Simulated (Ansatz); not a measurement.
# Electric field gradients in ZrS2

All numbers below come from Ansatz 0.2.0, DFT PBEsol, scalar-relativistic, plane waves, PAW. Settings: 420 eV plane-wave cutoff, Γ-centred 12×12×6 mesh, fixed occupations. No spin polarisation.

Equilibrium structure at this level:
```
Zr S
1.0
     3.62738    0.00000    0.00000
    -1.81369    3.14140    0.00000
     0.00000    0.00000    5.88745
Zr S
1 2
Direct
  0.00000 0.00000 0.00000
  0.33333 0.66667 0.24681
  0.66667 0.33333 0.75319
```

Spin–orbit coupling is left out, which matters for gradients at heavy nuclei.

**Question.** Give V_zz (10²¹ V/m²) and the asymmetry η at each distinct site.

**Answer.**
```tsv
atom	V_zz	η
Zr (atom 1)	-1.50	0.00
S (atom 2)	0.082	0.00
```

Cost: 1 run of about 0.034 core-minutes, on AMD EPYC 9R45 (Zen 5) (shared hosts).